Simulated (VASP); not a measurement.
Wanted: the native input for a VASP 6.6.1 run.

| Quantity | Value |
| --- | --- |
| Task | single point |
| Functional | HSE06 |
| Potentials or basis | VASP PAW PBE potentials, release 64 (Pb_d, Se) |
| Cutoff | 520 eV |
| k mesh | 4 × 4 × 4 |
| Occupations | gaussian, width 0.02 eV |
| Spin | no spin polarisation |
| Grid for exact exchange (PRECFOCK) | Normal |
| Screening parameter | 0.2 1/A |
| Further INCAR settings | ALGO = Normal; EDIFF = 1e-06 |

The system is PbSe (Clausthalite).

```xyz
2
Lattice="0.0000 3.0621 3.0621 3.0621 0.0000 3.0621 3.0621 3.0621 0.0000" Properties=species:S:1:pos:R:3 pbc="T T T"
Pb    0.0000    0.0000    0.0000
Se    3.0621    3.0621    3.0621
```

One way to write it, as run:

POSCAR

```
PbSe
1.0
    0.0000000000      3.0621500000      3.0621500000
    3.0621500000      0.0000000000      3.0621500000
    3.0621500000      3.0621500000      0.0000000000
Pb Se
1 1
Direct
    0.0000000000      0.0000000000      0.0000000000
    0.5000000000      0.5000000000      0.5000000000
```

INCAR.step1

```
SYSTEM = PbSe
PREC     = Accurate       ! precision mode
ENCUT    = 520            ! plane-wave cutoff, eV
EDIFF    = 1E-5           ! SCF threshold, eV
ISMEAR   = 0              ! smearing method
SIGMA    = 0.02           ! smearing width, eV
LREAL    = .FALSE.        ! projectors in reciprocal space
LASPH    = .TRUE.         ! aspherical terms in the spheres
NELM     = 100            ! most SCF steps
ALGO     = Normal         ! electronic algorithm
ISIF     = 2              ! what is computed and relaxed
LWAVE    = .TRUE.         ! write WAVECAR
LCHARG   = .FALSE.        ! write CHGCAR
GGA      = PE             ! functional
```

INCAR.step2

```
SYSTEM = PbSe
PREC     = Accurate       ! precision mode
ENCUT    = 520            ! plane-wave cutoff, eV
EDIFF    = 1E-6           ! SCF threshold, eV
ISMEAR   = 0              ! smearing method
SIGMA    = 0.02           ! smearing width, eV
LREAL    = .FALSE.        ! projectors in reciprocal space
LASPH    = .TRUE.         ! aspherical terms in the spheres
NELM     = 100            ! most SCF steps
ALGO     = Normal         ! electronic algorithm
ISIF     = 2              ! what is computed and relaxed
LWAVE    = .FALSE.        ! write WAVECAR
LCHARG   = .FALSE.        ! write CHGCAR
GGA      = PE             ! functional
LHFCALC  = .TRUE.         ! exact exchange
HFSCREEN = 0.2            ! screening, 1/A
PRECFOCK = Normal       
ISTART   = 1
```

KPOINTS

```
regular mesh
0
G
  4 4 4
  0 0 0
```

Potentials or basis: VASP PAW PBE potentials, release 64 (Pb_d, Se).

Launch:

```bash
$ cat potpaw_PBE.64/Pb_d/POTCAR potpaw_PBE.64/Se/POTCAR > POTCAR
$ cp INCAR.step1 INCAR
$ mpirun -np 1 vasp_std > vasp.out
$ cp INCAR.step2 INCAR
$ mpirun -np 1 vasp_std > vasp.out
```

It gave:

```yaml
Pressure: 1.1 GPa
Band_gap_on_the_k_mesh: 0.73 eV, direct
```

Caveat: the k mesh is coarse (spacing up to 0.44 Å⁻¹), so the values aren't converged, least of all with exact exchange; the PAW data sets were made with another functional, which shifts forces and pressure a little; spin-orbit coupling is left out, which as a rule narrows the gap of such compounds by several tenths of an eV.

Run time: 9.3 min on 1 thread of Intel(R) Xeon(R) Platinum 8488C (Sapphire Rapids) (shared host), peak memory 0.29 GiB.
